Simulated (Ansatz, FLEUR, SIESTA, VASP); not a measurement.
**SnSe: programs and potentials compared**

```
CELL_PARAMETERS angstrom
11.42000 0.00000 0.00000
0.00000 4.19000 0.00000
0.00000 0.00000 4.46000
ATOMIC_POSITIONS crystal
Sn 0.87700 0.75000 0.90900
Sn 0.62300 0.25000 0.40900
Sn 0.37700 0.75000 0.59100
Sn 0.12300 0.25000 0.09100
Se 0.64300 0.75000 0.98400
Se 0.85700 0.25000 0.48400
Se 0.14300 0.75000 0.51600
Se 0.35700 0.25000 0.01600
```

Alike in all runs: task band structure; functional LDA; k mesh 3 × 6 × 6; occupations fermi-dirac, width 0.05 eV; no spin polarisation; no spin-orbit coupling. LDA stands for any of its common fits. Pressure is positive in compression and, in plane waves, holds the error of the finite cutoff. Gaps are the smaller of the mesh's and the band path's.

```csv
program and potentials,plane-wave cutoff (eV),notes,band gap (eV),pressure (GPa),largest force (eV/Å)
"Ansatz, all-electron LAPW, scalar-relativistic",-,-,0.48,-2.01,0.183
"SIESTA, files PseudoDojo sr-lda-0.4.1-standard, DZP (energy shift 0.003 Ry; two zetas on semicore shells)",-,atomic basis; 15 valence electrons an atom on average,0.49,-0.46,0.530
"FLEUR, all-electron, FLAPW",-,-,0.48,-,-
"VASP, LDA PAW files Se, Sn_d, 520 eV",520,10 valence electrons an atom on average,?,?,?
```

Estimate from the other rows what the run with VASP, LDA PAW files Se, Sn_d, 520 eV gave.

Band gap 0.47 eV; pressure -1.93 GPa; largest force 0.196 eV/Å. The other rows, which needn't bracket it: band gap 0.48 to 0.49; pressure -2.01 to -0.46; largest force 0.183 to 0.530.
